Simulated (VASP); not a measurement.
# Hf (I4_1/amd) in VASP: a series of runs, part 2 of 3

VASP 6.6.1. Earlier steps stand in the parts before.

## 3. Single point, PBEsol

This run uses another cell than the first one, of 22.85 Å³/atom, 1.030 times its volume.

INCAR

```
SYSTEM = Hf
  ALGO = Normal
  EDIFF = 1E-7
  ENCUT = 520
  GGA = PS
  ISIF = 2
  ISMEAR = 0
  LASPH = .TRUE.
  LCHARG = .TRUE.
  LELF = .TRUE.
  LREAL = .FALSE.
  LVHAR = .TRUE.
  LWAVE = .FALSE.
  NBANDS = 17
  NELM = 100
  PREC = Accurate
  SIGMA = 0.1
```

KPOINTS

```
k-points
0
G
  6 6 6
  0 0 0
```

POSCAR

```
Hf
1.0
   -2.7566158009      2.7566158009      1.5037848050
    2.7566158009     -2.7566158009      1.5037848050
    2.7566158009      2.7566158009     -1.5037848050
Hf
2
Direct
    0.0000000000      0.0000000000      0.0000000000
    0.7500000000      0.2500000000      0.5000000000
```

Potentials or basis: VASP PAW PBE potentials, release 64 (Hf_pv).

On the command line:

```console
$ cat potpaw_PBE.64/Hf_pv/POTCAR > POTCAR
$ mpirun -np 1 vasp_std > vasp.out
```

OUTCAR:

```text
SYSTEM = Hf
   EDIFF = 1E-7
   ENCUT = 520
   GGA = PS
   ISIF = 2
   ISMEAR = 0
   LASPH = .TRUE.
   LREAL = .FALSE.
   NELM = 100
   PREC = Accurate

 ion  position               nearest neighbor table
   1  0.000  0.000  0.000-   2 2.86   2 2.86   2 2.86   2 2.86   2 3.56   2 3.56   2 3.56   2 3.56

   2  0.750  0.250  0.500-   1 2.86   1 2.86   1 2.86   1 2.86   1 3.56   1 3.56   1 3.56   1 3.56

  LATTYP: Found a body centered tetragonal cell.
 ALAT       =     5.5132316018
 C/A-ratio  =     0.5455184594

  Lattice vectors:
[... 672 lines left out ...]

  FORCE on cell =-STRESS in cart. coord.  units (eV):
  Direction    XX          YY          ZZ          XY          YZ          ZX
  --------------------------------------------------------------------------------------
  -------------------------------------------------------------------------------------
  Total       -0.6165751     -0.6165751     -0.9465316      0.0000000      0.0000000      0.0000000
  in kB      -21.6121707    -21.6121707    -33.1777955      0.0000000      0.0000000      0.0000000
  external PRESSURE =     -25.4673790 kB  Pullay stress =       0.0000000 kB

 VOLUME and BASIS-vectors are now :
 -----------------------------------------------------------------------------
  energy-cutoff  :      520.00
  volume of cell :       45.71
      direct lattice vectors                 reciprocal lattice vectors
    -2.756615801  2.756615801  1.503784805     0.000000000  0.181381823  0.332494382
     2.756615801 -2.756615801  1.503784805     0.181381823  0.000000000  0.332494382
     2.756615801  2.756615801 -1.503784805     0.181381823  0.181381823  0.000000000

 POSITION                                       TOTAL-FORCE (eV/Angst)
 -----------------------------------------------------------------------------------
      0.00000      0.00000      0.00000        -0.000000      0.000000      0.000000
      0.00000      2.75662      0.75189         0.000000     -0.000000     -0.000000
 -----------------------------------------------------------------------------------
    total drift:                                0.000000     -0.000000      0.000000

  FREE ENERGIE OF THE ION-ELECTRON SYSTEM (eV)
  ---------------------------------------------------
  free  energy   TOTEN  =       -19.6820313106 eV

  energy  without entropy=      -19.6691705783  energy(sigma->0) =      -19.67560094
```

stdout:

```text
POSCAR found type information on POSCAR Hf
 POSCAR found :  1 types and       2 ions
 scaLAPACK will be used
 -----------------------------------------------------------------------------
|                                                                             |
|                                                                             |
|     You enforced a specific xc type in the INCAR file but a different       |
|     I HOPE YOU KNOW WHAT YOU ARE DOING!                                     |
|                                                                             |
 -----------------------------------------------------------------------------

 LDA part: xc-table for (Slater+PW92), standard interpolation
 POSCAR, INCAR and KPOINTS ok, starting setup
 FFT: planning ... GRIDC
 FFT: planning ... GRID_SOFT
 FFT: planning ... GRID
 WAVECAR not read
 entering main loop
```

Run time: 22 s. Hardware: 1 thread of Intel Xeon Platinum 8488C (Sapphire Rapids), shared host; peak memory 0.18 GiB.

Results:

| Quantity | Value |
| --- | --- |
| Free energy | -19.6820 eV |
| Pressure | -2.5 GPa |
| Band gap on the k mesh | none (metal or under the smearing width) |

Levels at points of the mesh, in eV from the Fermi level:
| k point | band 7 | band 8 | band 9 | band 10 | band 11 | band 12 | band 13 | band 14 |
| --- | --- | --- | --- | --- | --- | --- | --- | --- |
| (0.00, 0.00, 0.00) | -6.83 | -3.01 | -1.06 | -1.01 | 0.25 | 3.84 | 3.84 | 3.92 |
| (0.50, 0.00, 0.00) | -2.91 | -2.26 | -1.03 | -0.29 | 0.66 | 1.80 | 1.81 | 3.78 |
| (0.50, 0.50, 0.00) | -3.75 | -3.75 | -0.49 | -0.49 | 0.88 | 0.88 | 2.23 | 2.23 |
| (0.50, 0.50, 0.50) | -3.29 | -3.29 | 0.19 | 0.19 | 0.21 | 0.21 | 3.30 | 3.30 |

Caveat: the k mesh is coarse (spacing up to 0.40 Å⁻¹), so the values aren't converged; the PAW data sets were made with another functional, which shifts forces and pressure a little. The run has no spin-orbit coupling, so splittings on Hf are missing.

## 4. Single point, PBEsol

This run uses another cell than the first one, of 25.44 Å³/atom, 1.146 times its volume.

INCAR

```
PREC     = Accurate       # precision mode
ENCUT    = 520            # plane-wave cutoff, eV
EDIFF    = 1E-6           # SCF threshold, eV
ISMEAR   = 0              # smearing method
SIGMA    = 0.1            # smearing width, eV
LREAL    = F              # projectors in reciprocal space
LASPH    = T              # aspherical terms in the spheres
NELM     = 100            # most SCF steps
ALGO     = Normal         # electronic algorithm
ISIF     = 2              # what is computed and relaxed
LWAVE    = F              # write WAVECAR
LCHARG   = F              # write CHGCAR
GGA      = PS             # functional
NBANDS   = 17             # bands
```

KPOINTS

```
regular mesh
0
Gamma
  6 6 6
```

POSCAR

```
Hf
1.0
    0.0000000000      2.9408856234      2.9408856234
    2.9408856234      0.0000000000      2.9408856234
    2.9408856234      2.9408856234      0.0000000000
Hf
2
Direct
    0.5000000000      0.5000000000      0.5000000000
    0.7500000000      0.7500000000      0.7500000000
```

On the command line:

```console
$ cat potpaw_PBE.64/Hf_pv/POTCAR > POTCAR
$ mpirun -np 1 vasp_std > vasp.out
```

Run time: 12 s. Hardware: 1 thread of Intel Xeon Platinum 8488C (Sapphire Rapids), shared host; peak memory 0.17 GiB.

The run converged. Its results:

- Free energy: -15.1249 eV
- Pressure: 9.2 GPa
- Band gap on the k mesh: none (metal or under the smearing width)

Levels at points of the mesh, in eV from the Fermi level:
```
           k point  band 8  band 9  band 10  band 11  band 12  band 13
(0.00, 0.00, 0.00)   -1.11   -1.11     0.12     0.12     0.12     2.60
(0.50, 0.00, 0.00)   -1.62   -1.01    -1.01    -0.07    -0.07     0.54
(0.50, 0.50, 0.00)   -2.42   -0.42    -0.42     0.05     0.05     2.24
```

Caveat: the PAW data sets were made with another functional, which shifts forces and pressure a little. Spin-orbit coupling is left out, which matters for the levels of Hf.

(Continued in part 3 of 3.)
